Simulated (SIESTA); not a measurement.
## Tc in SIESTA: convergence with ElectronicTemperature

Input of the first run (ElectronicTemperature 0.5); the others differ in this setting and in those tied to it:

Contents of Tc.fdf:

```
SystemName                      Tc
SystemLabel                     Tc
NumberOfSpecies                 1
NumberOfAtoms                   1
%block ChemicalSpeciesLabel
  1  43 Tc
%endblock ChemicalSpeciesLabel

LatticeConstant                 1.0 Ang
%block LatticeVectors
     0.0478740000     1.9690460000     1.9713780000
     2.0071260000     0.0345560000     1.9846960000
     1.9731200000     1.9483580000     0.0685620000
%endblock LatticeVectors
AtomicCoordinatesFormat         Fractional
%block AtomicCoordinatesAndAtomicSpecies
    -0.0067490000    -0.0068140000     0.0363110000  1  Tc
%endblock AtomicCoordinatesAndAtomicSpecies

%block kgrid.MonkhorstPack
    9   0   0  0.0
    0   9   0  0.0
    0   0   9  0.0
%endblock kgrid.MonkhorstPack
XC.Functional                   GGA
XC.Authors                      RPBE
PAO.BasisSize                   DZP
PAO.EnergyShift                 0.002 Ry
Mesh.Cutoff                     800 Ry
OccupationFunction              FD
ElectronicTemperature           0.5 eV
MaxSCFIterations                120
SCF.MustConverge                false
SCF.Mixer.Method                Pulay
SCF.Mixer.Weight                0.25
SCF.Mixer.History               8
SCF.DM.Tolerance                5.0e-05
SCF.H.Tolerance                 1.0e-03 eV
WriteForces                     true
Charge.Mulliken                 end
```

Potentials or basis: PseudoDojo 0.4 standard (PBE files), DZP (energy shift 0.002 Ry).

Run with:

```bash
$ siesta Tc.fdf > Tc.out 2>&1
```

The cell isn't the ideal one: cell strained at random at fixed volume.

This isn't the form of Tc at room conditions, which is hcp.

Hardware: 1 thread of Arm Neoverse V1 (shared host).

**Question.** The values tried are 0.5, 0.3, 0.2, 0.1, 0.05, 0.025, 0.01, loosest first. From which on does the pressure stay within 0.1 GPa of the tightest run that finished?

**Answer.** From 0.025 on.

| ElectronicTemperature | energy less the tightest run, at zero smearing (meV/atom) | pressure (GPa) | SCF cycles | CPU time (s) | peak memory (GiB) |
| --- | --- | --- | --- | --- | --- |
| 0.5 | -6.21 | 8.00 | 8 | 32 | 0.22 |
| 0.3 | -8.32 | 3.33 | 8 | 32 | 0.22 |
| 0.2 | -5.89 | 1.93 | 8 | 32 | 0.22 |
| 0.1 | -1.81 | 1.07 | 8 | 32 | 0.22 |
| 0.05 | -0.42 | 0.82 | 8 | 32 | 0.22 |
| 0.025 | -0.07 | 0.73 | 9 | 34 | 0.22 |
| 0.01 | 0.00 | 0.67 | 9 | 34 | 0.22 |

Against the tightest run, the energy stays within 1 meV/atom from 0.05 on. The tightest run that finished is the yardstick and may itself not be fully converged.

Caveat, for the tightest run too: semicore shells carry a single zeta, which can move pressures by several GPa and volumes by a few percent; the potentials were made for another functional, which shifts forces and pressure; the basis of atomic orbitals isn't converged, which shifts pressures, moduli and gaps.
